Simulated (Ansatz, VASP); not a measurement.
Two plane-wave programs on SnO2

```
CELL_PARAMETERS angstrom
4.86270 0.00000 0.00000
0.00000 4.86321 0.00000
0.00000 0.00000 3.28514
ATOMIC_POSITIONS crystal
Sn 0.50000 0.50000 0.50000
Sn 0.00000 0.00000 0.00000
O 0.30599 0.28886 0.00000
O 0.80599 0.21114 0.50000
O 0.19401 0.78886 0.50000
O 0.69401 0.71114 0.00000
```

Alike in both runs: task single point; functional LDA; k mesh 6 × 6 × 8; occupations gaussian, width 0.05 eV; no spin polarisation.

|  | VASP | Ansatz |
| --- | --- | --- |
| version | VASP 6.6.1 | Ansatz 0.2.0 |
| potentials or method | VASP PAW LDA potentials, release 64 (Sn_d, O) | scalar-relativistic, plane waves, PAW |
| plane-wave cutoff (eV) | 520 | 520 |
| valence electrons in the cell | 52 | 52 |

Ansatz gave:

* gap on the k mesh at the Fermi level (eV): 0.25
* least direct gap on the mesh (eV): 0.27
* pressure (GPa): -16.1
* largest component of the traceless stress (GPa): 2.57
* rms of the force components (eV/Å): 0.560

**Question.** Estimate VASP's values.

**Answer.** gap on the k mesh at the Fermi level (eV): 0.26; least direct gap on the mesh (eV): 0.27; pressure (GPa): -15.2; largest component of the traceless stress (GPa): 2.55; rms of the force components (eV/Å): 0.567.

Atom by atom the forces differ by 0.007 eV/Å (rms over components). Ansatz warned: «pseudo_functional_mismatch».

Caveats: so large a pressure means that the cell lies far from this level's equilibrium, or that cutoff or potentials fall short (VASP); spin-orbit coupling is left out, which moves the levels of the heavy elements; forces of over 1 eV/Å show positions far from the minimum, so gaps and moduli don't describe the material at rest.
